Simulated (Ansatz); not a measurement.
# Ag (bcc type): the cost of one run

Computed with Ansatz 0.2.0 (DFT PBE, with the methods named in each step, unless a step's input says otherwise).

This is Ag in the bcc structure; at room conditions it is fcc.

## (1) The system as given

Symmetry: Im-3m, No. 229, cubic system. Conventional cell: a = 3.304 Å, b = 3.304 Å, c = 3.304 Å, α = 90.00°, β = 90.00°, γ = 90.00°. Around Ag (site symmetry m-3m) lie 8 Ag at 2.86 Å.

Structure file:

```cif
data_structure
_symmetry_space_group_name_H-M 'Im-3m'
_symmetry_Int_Tables_number 229
_cell_length_a 3.3036
_cell_length_b 3.3036
_cell_length_c 3.3036
_cell_angle_alpha 90.000
_cell_angle_beta 90.000
_cell_angle_gamma 90.000
_cell_volume 36.05
loop_
_atom_site_label
_atom_site_type_symbol
_atom_site_symmetry_multiplicity
_atom_site_Wyckoff_symbol
_atom_site_fract_x
_atom_site_fract_y
_atom_site_fract_z
_atom_site_occupancy
Ag1 Ag 2 a 0.00000 0.00000 0.00000 1
```

The file gives the conventional cell by its symmetry; the runs use the cell typed in the input.

Whether this phase is the stable one at these pressures isn't tested.

## (2) The reference volume, LAPW

Input file input.yaml:

```yaml
crystal:
  lattice:
    - [-1.6517940005, 1.6517940005, 1.6517940005]
    - [1.6517940005, -1.6517940005, 1.6517940005]
    - [1.6517940005, 1.6517940005, -1.6517940005]
  atoms:
    - { symbol: Ag, position: [0.0, 0.0, 0.0] }
kpoints:
  mp_grid: { grid: [16, 16, 16] }
  band_path:
    path:
      - [0.0, 0.0, 0.0]
      - [0.5, -0.5, 0.5]
      - [0.0, 0.0, 0.5]
      - [0.0, 0.0, 0.0]
      - [0.25, 0.25, 0.25]
      - [0.5, -0.5, 0.5]
      - [0.25, 0.25, 0.25]
      - [0.0, 0.0, 0.5]
    npoints: 14
scf:
  occupations: { method: fermi_dirac, width: 0.05 }
hamiltonian:
  xc: pbe
  pseudopotentials: { kind: all_electron, lapw: { basis_error: 0.001 } }
output:
  forces: true
  stress: true
  eigenvalues: true
  populations: true
  dos: { projected: true, de: 0.2, e_range: [-14, 8] }
```

Command:

```bash
ansatz run input.yaml --threads 1 --pin off --max-ram 2048MiB --backend cpu --events-out ev --progress --plain --runs-dir out
```

What time and memory should one allow on 1 thread of Arm Neoverse V2, shared host?

About 11 s, with a peak of 0.31 GiB.
